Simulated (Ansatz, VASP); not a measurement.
## Two plane-wave programs on GaN

The input INCAR:

```
SYSTEM = GaN
  ALGO = Normal
  EDIFF = 1E-7
  ENCUT = 520
  GGA = PE
  ISIF = 2
  ISMEAR = -1
  LASPH = .True.
  LCHARG = .False.
  LREAL = .False.
  LWAVE = .False.
  NBANDS = 46
  NELM = 80
  PREC = Accurate
  SIGMA = 0.05
```

Contents of KPOINTS:

```
k-points
0
Gamma
  10 10 3
  0 0 0
```

POSCAR

```
GaN
1.0
    3.2115377864      0.0000000000      0.0000000000
   -1.6057688932      2.7812733083      0.0000000000
    0.0000000000      0.0000000000     10.3568400000
Ga N
4 4
Direct
    0.0000000000      0.0000000000      0.7858680000
    0.6666666667      0.3333333333      0.0373490000
    0.3333333333      0.6666666667      0.5373490000
    0.0000000000      0.0000000000      0.2858680000
    0.0000000000      0.0000000000      0.0930380000
    0.6666666667      0.3333333333      0.3437450000
    0.0000000000      0.0000000000      0.5930380000
    0.3333333333      0.6666666667      0.8437450000
```

input.yaml

```yaml
crystal:
  lattice:
    - [3.2115377864, 0.0, 0.0]
    - [-1.6057688932, 2.7812733083, 0.0]
    - [0.0, 0.0, 10.35684]
  atoms:
    - { symbol: Ga, position: [0.0, 0.0, 0.785868] }
    - { symbol: Ga, position: [0.6666666667, 0.3333333333, 0.037349] }
    - { symbol: Ga, position: [0.3333333333, 0.6666666667, 0.537349] }
    - { symbol: Ga, position: [0.0, 0.0, 0.285868] }
    - { symbol: "N", position: [0.0, 0.0, 0.093038] }
    - { symbol: "N", position: [0.6666666667, 0.3333333333, 0.343745] }
    - { symbol: "N", position: [0.0, 0.0, 0.593038] }
    - { symbol: "N", position: [0.3333333333, 0.6666666667, 0.843745] }
hamiltonian:
  xc: pbe
  pseudopotentials: { kind: paw }
kpoints:
  mp_grid: { grid: [10, 10, 3] }
scf:
  occupations: { method: fermi_dirac, width: 0.05 }
output:
  forces: true
  stress: true
  eigenvalues: true
```

The cell is a database's computed one.

Alike in both runs: task single point; functional PBE; k mesh 10 × 10 × 3; occupations fermi-dirac, width 0.05 eV; no spin polarisation.

|  | VASP | Ansatz |
| --- | --- | --- |
| version | VASP 6.6.1 | Ansatz 0.2.0 |
| potentials or method | VASP PAW PBE potentials, release 64 (Ga_d, N) | Ansatz PAW |
| plane-wave cutoff (eV) | 520 | 420 |
| valence electrons in the cell | 72 | 72 |

Ansatz gave:

- gap on the k mesh at the Fermi level (eV): 0.81
- least direct gap on the mesh (eV): 0.81
- pressure (GPa): -0.1
- largest component of the traceless stress (GPa): 5.08
- rms of the force components (eV/Å): 0.119

Problem. Which values does VASP return?

Solution. gap on the k mesh at the Fermi level (eV): 0.82; least direct gap on the mesh (eV): 0.82; pressure (GPa): -0.1; largest component of the traceless stress (GPa): 5.02; rms of the force components (eV/Å): 0.121.

Atom by atom the forces differ by 0.002 eV/Å (rms over components).

Caveats: odd divisions of the mesh miss points on the zone boundary, where band edges often lie, so the gap on the mesh can be too wide (Ansatz); the pressure holds a Pulay correction of +0.5 GPa for the finite cutoff (Ansatz). As with any semilocal functional, this PBE gap is likely too small.
